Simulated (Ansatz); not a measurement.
**FeO under changes of volume**

One of the cells (10.013 Å³/atom); the others are scaled copies at fixed shape and fractional positions:

```xyz
2
Lattice="0.0000 2.1554 2.1554 2.1554 0.0000 2.1554 2.1554 2.1554 0.0000" Properties=species:S:1:pos:R:3 pbc="T T T"
Fe    0.0000    0.0000    0.0000
O     2.1554    2.1554    2.1554
```

| Item | Value |
| --- | --- |
| Program | Ansatz 0.2.0 |
| Functional | PBE |
| Potentials or basis | SSSP efficiency PAW |
| Cutoff | 1225 eV |
| Density cutoff | 17143 eV |
| k mesh | 11 × 11 × 11 |
| Occupations | fermi-dirac, width 0.05 eV |
| Spin | collinear spin, ferromagnetic start |
| Starting moments | [3.0, 0.0] μB |

```csv
volume (Å³/atom),energy over the lowest point (meV/atom),pressure (GPa)
9.413,24.77,13.7
9.613,10.85,8.7
9.813,?,?
10.013,0.00,0.4
10.214,1.84,-3.1
10.414,7.89,-6.3
10.614,17.69,-9.2
```

Problem. What does the run at 9.813 Å³/atom give?

Solution. Energy over the lowest point 2.81 meV/atom; pressure 4.3 GPa.

Worked out: A Birch-Murnaghan fit of order 3 (a polynomial in V^(-2/3)) to the other rows has its minimum at 10.03 Å³/atom with B0 = V·E''(V) = 186 GPa and B' = 4.6. It gives 2.81 meV/atom at 9.813 Å³/atom, against the run's 2.81, and -dE/dV = 4.3 GPa, against 4.3.

Energies are extrapolated to zero smearing.

Caveats: a cell with one magnetic atom can't hold antiferromagnetic order, which such compounds often take.
